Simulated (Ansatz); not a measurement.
## Ga2P: balancing the decomposition

Level of theory: Ansatz 0.2.0, DFT PBE, scalar-relativistic, plane waves, PAW. All cells share a 420 eV cutoff and Γ-centred k meshes spaced at most about 0.3 Å⁻¹ (about 0.25 or finer for metals, 2π included). No spin polarisation.

Energies over the elements count from the elements' standard structures at the same level, with no fitted energy shifts. The references include black phosphorus.

All energies are static (0 K, no zero-point motion). In Ga2P F-43m an odd number of electrons in the primitive cell allows no gap without spin; a larger cell or a magnetic state could open one. The reference form of P is held partly by dispersion forces, which this level lacks.

A trial structure of Ga2P (reached from: random cell; relaxed: space group F-43m (No. 216), a = 6.256 Å) has a formation energy of 0.232 eV/atom. At its composition the lowest mixture among the elements and 1 reference phase computed alike (others may be missing) consists of these:

```json
{"phase": "Ga (solid)", "source": "element", "ΔE_f (eV/atom)": "-0.001"}
{"phase": "GaP (F-43m)", "source": "Materials Project", "ΔE_f (eV/atom)": "-0.432"}
```

The lowest database cell of Ga (-0.001) lies slightly below the reference, hence the non-zero entry.

Q: Write the balanced decomposition and find its energy per atom, per formula unit and per mole of formula units.

A: Balancing Ga and P gives Ga2P → Ga + GaP. The left side holds 3 atoms, and the products take 1/3 (Ga) and 2/3 (GaP) of them. The mixture therefore lies at 1/3 × (-0.001) + 2/3 × (-0.432) = -0.288 eV/atom. The reaction energy is -0.288 − (0.232) = -0.520 eV/atom. Times 3 atoms that is -1.560 eV per Ga2P, and times 96.485 it is -151 kJ per mole of Ga2P. Decomposition is downhill, so the trial structure is unstable against this mixture.
